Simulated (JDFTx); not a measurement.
P under changes of volume

One of the cells (20.458 Å³/atom); the others are scaled copies at fixed shape and fractional positions:

```
P
1.0
     1.64774   -5.46504    0.00000
     1.64774    5.46504    0.00000
     0.00000    0.00000    4.54364
P
4
Direct
  0.90414 0.09586 0.58882
  0.09586 0.90414 0.41118
  0.59586 0.40414 0.08882
  0.40414 0.59586 0.91118
```

```yaml
Program: JDFTx 1.7.0 (patched build)
Functional: PBEsol
Potentials_or_basis: PseudoDojo-SR-PBEsol-0.4.1-standard with smoothed tails
Cutoff: 599 eV
Density_cutoff: 4789 eV
k_mesh: 8 × 8 × 6
Occupations: fermi-dirac, width 0.05 eV
Spin: no spin polarisation
```

```tsv
volume (Å³/atom)	energy over the lowest point (meV/atom)	pressure (GPa)	gap on the mesh (eV)	largest force (eV/Å)
19.230	14.01	4.6	0.05	0.860
19.639	4.84	2.6	0.04	0.654
20.049	0.33	0.9	0.02	0.465
20.458	0.00	-0.6	0.01	0.297
20.867	3.42	-2.0	0.04	0.165
21.276	?	?	?	?
21.685	20.03	-4.4	0.11	0.246
```

Task: What does the run at 21.276 Å³/atom give?

Result: Energy over the lowest point 10.22 meV/atom; pressure -3.3 GPa; gap on the mesh 0.07 eV; largest force 0.146 eV/Å.

Worked out: A Birch-Murnaghan fit of order 3 (a polynomial in V^(-2/3)) to the other rows has its minimum at 20.29 Å³/atom with B0 = V·E''(V) = 76 GPa and B' = 4.3 at fixed shape and positions, which overstates the stiffness. It gives 10.21 meV/atom at 21.276 Å³/atom, against the run's 10.22, and -dE/dV = -3.3 GPa, against -3.3.

Energies are extrapolated to zero smearing.

A mesh can miss the band edges.
